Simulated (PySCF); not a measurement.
An unknown gives this computed stick spectrum. Computed with PySCF, TDDFT CAM-B3LYP/def2-SVPD, vertical, gas phase, core orbitals frozen in the response. Geometries: GFN2-xTB, one conformer each.

```json
{"state": "S1", "E (eV)": "7.47", "λ (nm)": "166.0", "f": "0.061"}
{"state": "S2", "E (eV)": "7.84", "λ (nm)": "158.0", "f": "0.058"}
{"state": "S3", "E (eV)": "8.08", "λ (nm)": "153.4", "f": "0.012"}
{"state": "S4", "E (eV)": "8.57", "λ (nm)": "144.7", "f": "0.015"}
{"state": "S5", "E (eV)": "8.69", "λ (nm)": "142.6", "f": "0.0044"}
{"state": "S6", "E (eV)": "8.79", "λ (nm)": "141.1", "f": "0.0054"}
{"state": "S7", "E (eV)": "8.96", "λ (nm)": "138.4", "f": "0.0089"}
{"state": "S8", "E (eV)": "9.00", "λ (nm)": "137.7", "f": "0.043"}
```

Triplets computed (Tamm–Dancoff): 7.29, 7.58, 7.84 eV.

Question: Which candidate is it?
A. `CP(C)(=O)O`
B. `CCC=O`
C. `C1COC1`

Answer: A. Its S1, at 7.47 eV, is the highest among the candidates; the nearest of the others has S1 at 6.84 eV. S1 is HOMO→LUMO (91%). Löwdin shares by element: HOMO oxygen 58% or more, carbon 21%, phosphorus 14%; LUMO carbon 31%, oxygen 16% or more, phosphorus 8% (atoms not listed hold the other 44%). At the same level the other candidates give, for their lowest levels:
- `CCC=O`: 4.41 eV (f 0.000); 7.23 eV (f 0.019); 8.12 eV (f 0.069); 8.46 eV (f 0.007); 8.59 eV (f 0.000); T1 3.80 eV; HOMO -9.00, LUMO 0.53 eV
- `C1COC1`: 6.84 eV (f 0.005); 7.28 eV (f 0.010); 7.59 eV (f 0.000); 8.04 eV (f 0.002); 8.54 eV (f 0.027); T1 6.57 eV; HOMO -8.65, LUMO 1.43 eV

The values belong to the conformer `[CH3:1][P:2]([CH3:3])(=[O:4])[OH:5]`: H–O5–P2–C1 -126°.
